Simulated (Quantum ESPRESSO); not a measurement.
# Sn in Quantum ESPRESSO: the effect of target pressure

Sn:

```
CELL_PARAMETERS angstrom
0.00000 3.23334 3.23334
3.23334 0.00000 3.23334
3.23334 3.23334 0.00000
ATOMIC_POSITIONS crystal
Sn 0.75000 0.75000 0.75000
Sn 0.50000 0.50000 0.50000
```

This isn't the form of Sn at room conditions, which is tetragonal (white tin).

Alike in all runs:

| Item | Value |
| --- | --- |
| Program | Quantum ESPRESSO 7.5 |
| Task | relaxation of cell and atoms |
| Functional | PBEsol |
| Potentials or basis | SSSP 1.3 efficiency PBE |
| Cutoff | 939 eV |
| Density cutoff | 7510 eV |
| k mesh | 7 × 7 × 7 |
| Occupations | fermi-dirac, width 0.05 eV |
| Spin | no spin polarisation |

Each run relaxes the cell or the atoms first.

```tsv
target pressure	relaxed volume (Å³/atom)
0 GPa	34.97
2 GPa	33.47
5 GPa	31.77
10 GPa	29.69
20 GPa	27.01
30 GPa	?
```

**Question.** What does the run with target pressure 30 GPa give?

**Answer.** Relaxed volume 25.21 Å³/atom.

Worked out: In Murnaghan's law V^(-B') rises as a straight line in P. The other rows fit best with B' = 4.4, V0 = 34.98 Å³/atom and B0 = 42 GPa, which gives 25.28 Å³/atom at 30 GPa, against the run's 25.21.

Caveats: the potentials were made for another functional, which shifts forces and pressure; the volume moved by over 15 % at a fixed basis, so the end points are rough (some runs).
